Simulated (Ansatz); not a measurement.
CsBr:
```
CsBr
1.0
    4.13963     0.00000     0.00000
    0.00000     4.13963     0.00000
    0.00000     0.00000     4.13963
Cs Br
1 1
Direct
  0.00000   0.00000   0.00000
  0.50000   0.50000   0.50000
```

Relaxed with LDA.

**Question.** Give the optical modes at the zone centre with their infrared and Raman activity from DFPT, DFT-LDA in the program Ansatz with PAW potentials.

**Answer.** Transverse frequencies, without the LO–TO term; a row sums one degenerate level.

```
ω (cm⁻¹)  degeneracy  IR ((D/Å)²/amu)  Raman (Å⁴/amu)  activity  symmetry
--------  ----------  ---------------  --------------  --------  --------
82                 3             2.46               0        IR       T1u
```

**Question.** How high does the top mode go among those that the LO–TO term moves?

**Answer.** 118 cm⁻¹ for q along x.

Space group Pm-3m (CsCl type). Symmetry was held in the LDA relaxation; phonons on a q-mesh show no instability. Scalar-relativistic: spin–orbit coupling is off unless named, which matters more the heavier the elements.

Potentials: the later of the program's two PAW sets.
